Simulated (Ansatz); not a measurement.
Sc2Al: how the free axis answers a strain

Sc2Al, P6_3/mmc, a = 4.888 Å, c = 6.163 Å. The structure is a Materials Project entry; whether it is the stable form wasn't checked. Ansatz: r2SCAN, PAW, 500 eV, Γ-centred 12×12×6 mesh on 6 atoms, Gaussian smearing 0.10 eV; no spin polarisation. Series: uniaxial strain along c, with a, b and atoms relaxed; x is the strain in per cent. y is the change of a in per cent of 4.888 Å.

```tsv
x (%)	y (%)
-3.0	?
-2.0	0.28
-1.0	0.14
0.0	0.00
1.0	-0.14
2.0	-0.28
```

Problem. Fit y = c1 x + c2 x² to the other rows, say what c1 measures, and predict the missing y.

Solution. Least squares on the rows shown. y = −0.1400 x + 0 x². So −c1 = 0.140 is Poisson's ratio for this pair of axes. At x = -3.0 the fit asked for gives 0.42 %. The run gave 0.42 %, the same to the digits shown. The form still works here, 25 % of the fitted range beyond its end.

Cost: 6 runs of about 31 core-minutes in all, on Arm Neoverse V1 (shared hosts).